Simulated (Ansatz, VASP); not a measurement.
## Hf in VASP and in Ansatz

```
Hf
1.0
    -1.38968    1.82966    1.82966
     1.82966   -1.38968    1.82966
     1.82966    1.82966   -1.38968
Hf
1
Direct
  0.00000 0.00000 0.00000
```

Alike in both runs: task single point; functional r2SCAN; k mesh 20 × 20 × 20; occupations gaussian, width 0.15 eV; no spin polarisation.

```csv
,VASP,Ansatz
version,VASP 6.6.1,Ansatz 0.2.0
potentials or method,"VASP PAW PBE potentials, release 64 (Hf_pv)","scalar-relativistic, plane waves, PAW"
plane-wave cutoff (eV),520,500
valence electrons in the cell,10,26
```

|  | VASP | Ansatz | Ansatz less VASP |
| --- | --- | --- | --- |
| gap on the k mesh at the Fermi level (eV) | none | none | - |
| pressure (GPa) | -3.2 | -2.9 | +0.31 |
| largest component of the traceless stress (GPa) | 6.34 | 6.26 | -0.081 |

A gap of «none» marks a metal or a gap that the smearing closes. The two sets of potentials don't hold the same shells in valence.

Caveats: the PAW data sets were made with another functional, which shifts forces and pressure a little (VASP). The runs have no spin-orbit coupling, so splittings on Hf are missing.
